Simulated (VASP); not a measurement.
# Si from a squeezed to a stretched cell, part 2 of 2

Aim: follow Si from a squeezed to a stretched cell. The starting structure is a measured crystal structure from the Crystallography Open Database. All runs use LDA. The equilibrium cell comes from relaxations that aren't shown. At each volume, shape and positions are relaxed as far as symmetry leaves them free.

VASP 6.6.1.

Results so far: the equilibrium volume 0.0 GPa; 0.96 of the equilibrium volume 4.3 GPa; 1.04 of the equilibrium volume -3.5 GPa; 0.92 of the equilibrium volume 9.6 GPa; 0.98 of the equilibrium volume 2.0 GPa.

### 7. Relaxation at 1.02 of the equilibrium volume

Level of this step: LDA; plane waves and PAW (Si) (VASP).

INCAR reads:

```
SYSTEM = Si
PREC = Accurate
ENCUT = 500
EDIFF = 1E-07
NELM = 100
ISMEAR = 0
SIGMA = 0.03
LREAL = .FALSE.
ALGO = Normal
GGA = CA
NBANDS = 10
LORBIT = 11
LWAVE = .FALSE.
LCHARG = .FALSE.
KPAR = 4
IBRION = 2
NSW = 50
ISIF = 4
EDIFFG = -0.003
```

POSCAR reads:

```
Si
1.0
    0.0000000000      2.7193950150      2.7193950150
    2.7193950150      0.0000000000      2.7193950150
    2.7193950150      2.7193950150      0.0000000000
Si
2
Direct
    0.5000000000      0.5000000000      0.5000000000
    0.7500000000      0.7500000000      0.7500000000
```

KPOINTS reads:

```
Automatic mesh
0
Gamma
8 8 8
0 0 0
```

PAW data sets: Si (LDA family, release 64).

Command:

```bash
$ mpirun -np 4 vasp_std
```

The program printed:

```text
[... set-up lines as in an earlier step ...]
 entering main loop
       N       E                     dE             d eps       ncg     rms          rms(c)
DAV:   1     0.768146224201E+01    0.76815E+01   -0.32505E+03   580   0.630E+02
DAV:   2    -0.116687969340E+02   -0.19350E+02   -0.17848E+02   860   0.839E+01
DAV:   3    -0.121659606239E+02   -0.49716E+00   -0.49642E+00   722   0.133E+01
DAV:   4    -0.121699788833E+02   -0.40183E-02   -0.40179E-02   710   0.152E+00
[...]
DAV:   9    -0.119109882511E+02    0.22820E-04   -0.20244E-04   714   0.832E-02    0.601E-02
DAV:  10    -0.119109933051E+02   -0.50541E-05   -0.13370E-05   710   0.234E-02    0.273E-02
DAV:  11    -0.119109932165E+02    0.88688E-07   -0.71666E-07   670   0.495E-03
   1 F= -.11910993E+02 E0= -.11910993E+02  d E =-.119110E+02
[...]
reached required accuracy - stopping structural energy minimisation
```

Elapsed: 5.4 s, on 4 MPI ranks of AMD EPYC 7R43, shared host; peak memory 0.36 GiB; 18 s of CPU time.

From OUTCAR (step 7):

```text
  Total       -0.4618687     -0.4618687     -0.4618687     -0.0000000     -0.0000000     -0.0000000
  in kB      -18.3984903    -18.3984903    -18.3984903     -0.0000000     -0.0000000     -0.0000000
  external PRESSURE =     -18.3984903 kB  Pullay stress =       0.0000000 kB

 POSITION                                       TOTAL-FORCE (eV/Angst)
 -----------------------------------------------------------------------------------
      2.71940      2.71940      2.71940         0.000000      0.000000      0.000000
      4.07909      4.07909      4.07909        -0.000000     -0.000000     -0.000000
 -----------------------------------------------------------------------------------
    total drift:                                0.000000      0.000000     -0.000000

  FREE ENERGIE OF THE ION-ELECTRON SYSTEM (eV)
  ---------------------------------------------------
  free  energy   TOTEN  =       -11.9109932165 eV

  energy  without entropy=      -11.9109932165  energy(sigma->0) =      -11.91099322

[... 2 parts as in an earlier step ...]

[... 2 further parts left out ...]
[key lines of the parts left out:]
E-fermi :   5.9204
```

1.02 of the equilibrium volume: 20.110 Å³ an atom and a pressure of -1.84 GPa, and 0.521 eV of gap on the mesh. Further runs on this cell, not shown, give the modes T2g 502.7 cm⁻¹.

### 8. Relaxation at 0.9 of the equilibrium volume

INCAR is that of step 7.

POSCAR reads:

```
Si
1.0
    0.0000000000      2.6082731838      2.6082731838
    2.6082731838      0.0000000000      2.6082731838
    2.6082731838      2.6082731838      0.0000000000
Si
2
Direct
    0.5000000000      0.5000000000      0.5000000000
    0.7500000000      0.7500000000      0.7500000000
```

KPOINTS is that of step 7.

Command:

```bash
$ mpirun -np 4 vasp_std
```

The program printed:

```text
[... set-up lines as in an earlier step ...]
 entering main loop
       N       E                     dE             d eps       ncg     rms          rms(c)
DAV:   1     0.639461869834E+01    0.63946E+01   -0.31873E+03   580   0.623E+02
DAV:   2    -0.116715657551E+02   -0.18066E+02   -0.17529E+02   822   0.897E+01
DAV:   3    -0.121218207411E+02   -0.45025E+00   -0.44962E+00   724   0.129E+01
DAV:   4    -0.121250169150E+02   -0.31962E-02   -0.31954E-02   710   0.136E+00
[...]
DAV:   9    -0.117722579222E+02    0.34730E-04   -0.27820E-04   720   0.952E-02    0.674E-02
DAV:  10    -0.117722608341E+02   -0.29119E-05   -0.18122E-05   658   0.266E-02    0.402E-02
DAV:  11    -0.117722607934E+02    0.40692E-07   -0.90248E-07   674   0.586E-03
   1 F= -.11772261E+02 E0= -.11772261E+02  d E =-.117723E+02
[...]
reached required accuracy - stopping structural energy minimisation
```

Run time: 5.2 s. Hardware: 4 MPI ranks; peak memory 0.4 GiB.

OUTCAR, selected parts (step 8):

```text
  Total        2.8158788      2.8158788      2.8158788      0.0000000     -0.0000000     -0.0000000
  in kB      127.1262740    127.1262740    127.1262740      0.0000000     -0.0000000     -0.0000000
  external PRESSURE =     127.1262740 kB  Pullay stress =       0.0000000 kB

 POSITION                                       TOTAL-FORCE (eV/Angst)
 -----------------------------------------------------------------------------------
      2.60827      2.60827      2.60827        -0.000000     -0.000000     -0.000000
      3.91241      3.91241      3.91241         0.000000      0.000000      0.000000
 -----------------------------------------------------------------------------------
    total drift:                                0.000000      0.000000     -0.000000

  FREE ENERGIE OF THE ION-ELECTRON SYSTEM (eV)
  ---------------------------------------------------
  free  energy   TOTEN  =       -11.7722607934 eV

  energy  without entropy=      -11.7722607934  energy(sigma->0) =      -11.77226079

[... 2 parts as in an earlier step ...]

[... 2 further parts left out ...]
[key lines of the parts left out:]
E-fermi :   7.2293
```

0.9 of the equilibrium volume: 17.744 Å³ an atom and a pressure of 12.71 GPa, and 0.308 eV of gap on the mesh. Further runs on this cell, not shown, give the modes T2g 569.6 cm⁻¹.

### 9. Relaxation at 1.06 of the equilibrium volume

INCAR is that of step 8.

POSCAR reads:

```
Si
1.0
    0.0000000000      2.7544878535      2.7544878535
    2.7544878535      0.0000000000      2.7544878535
    2.7544878535      2.7544878535      0.0000000000
Si
2
Direct
    0.5000000000      0.5000000000      0.5000000000
    0.7500000000      0.7500000000      0.7500000000
```

KPOINTS is that of step 8.

Command:

```bash
$ mpirun -np 4 vasp_std
```

The program printed:

```text
[... set-up lines as in an earlier step ...]
 entering main loop
       N       E                     dE             d eps       ncg     rms          rms(c)
DAV:   1     0.665778033946E+01    0.66578E+01   -0.32617E+03   580   0.628E+02
DAV:   2    -0.116421646639E+02   -0.18300E+02   -0.17665E+02   816   0.845E+01
DAV:   3    -0.121081751885E+02   -0.46601E+00   -0.46547E+00   744   0.135E+01
DAV:   4    -0.121116359761E+02   -0.34608E-02   -0.34604E-02   738   0.141E+00
[...]
DAV:   9    -0.118770142307E+02    0.20505E-04   -0.18136E-04   746   0.793E-02    0.578E-02
DAV:  10    -0.118770200588E+02   -0.58281E-05   -0.11347E-05   686   0.220E-02    0.250E-02
DAV:  11    -0.118770199705E+02    0.88285E-07   -0.61085E-07   682   0.451E-03
   1 F= -.11877020E+02 E0= -.11877020E+02  d E =-.118770E+02
[...]
reached required accuracy - stopping structural energy minimisation
```

Elapsed: 5.2 s, on 4 MPI ranks; peak memory 0.4 GiB; 18 s of CPU time.

From OUTCAR (step 9):

```text
  Total       -1.2991285     -1.2991285     -1.2991285     -0.0000000     -0.0000000      0.0000000
  in kB      -49.7977954    -49.7977954    -49.7977954     -0.0000000     -0.0000000      0.0000000
  external PRESSURE =     -49.7977954 kB  Pullay stress =       0.0000000 kB

 POSITION                                       TOTAL-FORCE (eV/Angst)
 -----------------------------------------------------------------------------------
      2.75449      2.75449      2.75449         0.000000      0.000000      0.000000
      4.13173      4.13173      4.13173        -0.000000     -0.000000     -0.000000
 -----------------------------------------------------------------------------------
    total drift:                                0.000000      0.000000     -0.000000

  FREE ENERGIE OF THE ION-ELECTRON SYSTEM (eV)
  ---------------------------------------------------
  free  energy   TOTEN  =       -11.8770199705 eV

  energy  without entropy=      -11.8770199705  energy(sigma->0) =      -11.87701997

[... 2 parts as in an earlier step ...]

[... 2 further parts left out ...]
[key lines of the parts left out:]
E-fermi :   5.4868
```

1.06 of the equilibrium volume: 20.899 Å³ an atom and a pressure of -4.98 GPa, and 0.577 eV of gap on the mesh. Further runs on this cell, not shown, give the modes T2g 483.6 cm⁻¹.

### 10. All runs side by side

| run | volume (Å³/atom) | pressure (GPa) | gap on the mesh (eV) | T2g | core minutes |
| --- | --- | --- | --- | --- | --- |
| 0.9 of the equilibrium volume | 17.744 | 12.71 | 0.308 | 569.6 | 0.347 |
| 0.92 of the equilibrium volume | 18.139 | 9.61 | 0.349 | 557.3 | 0.293 |
| 0.96 of the equilibrium volume | 18.927 | 4.31 | 0.424 | 534.0 | 0.387 |
| 0.98 of the equilibrium volume | 19.322 | 2.04 | 0.458 | 523.1 | 0.373 |
| the equilibrium volume | 19.716 | 0.0 | 0.49 | 512.7 | 0.387 |
| 1.02 of the equilibrium volume | 20.11 | -1.84 | 0.521 | 502.7 | 0.36 |
| 1.04 of the equilibrium volume | 20.505 | -3.49 | 0.55 | 493.0 | 0.333 |
| 1.06 of the equilibrium volume | 20.899 | -4.98 | 0.577 | 483.6 | 0.347 |

Modes are in cm⁻¹ and matched by symmetry and order, imaginary ones as negative numbers. A number in brackets counts the listed modes of one symmetry from the lowest. The symmetry labels come from an automatic analysis and can be wrong where levels nearly coincide. Core minutes are wall time times ranks of the run shown, on a shared host.

### 11. Summary of results

| Property | Result |
| --- | --- |
| pressure at 0.9 of the equilibrium volume | 12.71 GPa |
| pressure at 0.92 of the equilibrium volume | 9.61 GPa |
| pressure at 0.96 of the equilibrium volume | 4.31 GPa |
| pressure at 0.98 of the equilibrium volume | 2.04 GPa |
| pressure at the equilibrium volume | 0.00 GPa |
| pressure at 1.02 of the equilibrium volume | -1.84 GPa |
| pressure at 1.04 of the equilibrium volume | -3.49 GPa |
| pressure at 1.06 of the equilibrium volume | -4.98 GPa |

Between 0.9 of the equilibrium volume and 1.06 of the equilibrium volume the pressure on Si goes from 12.7 to -5.0 GPa. Over this range the gap on the mesh rises or stays level: 0.31, 0.35, 0.42, 0.46, 0.49, 0.52, 0.55, 0.58 eV. Semilocal functionals give gaps that are too small, spin-orbit coupling is left out, and the mesh may miss the true band edges, by more at some strains than at others. Where bands change their order, the gap's trend can turn. The T2g mode goes from 570 to 484 cm⁻¹, a mean mode Grüneisen parameter of 1.0. Further runs on this material are not shown.

[Lines on the potential files, build, host, timing and source positions are cut from VASP's logs without a mark.]

[Logs are printed without paths, hosts, clocks, repeated set-up lines and the standing remarks that a program may print on its own settings, such as how far it seeks lower states.]

[Hosts, paths, dates, database ids (printed as entryN), source tags and the programs' standing remarks are cut or masked in the printed files.]
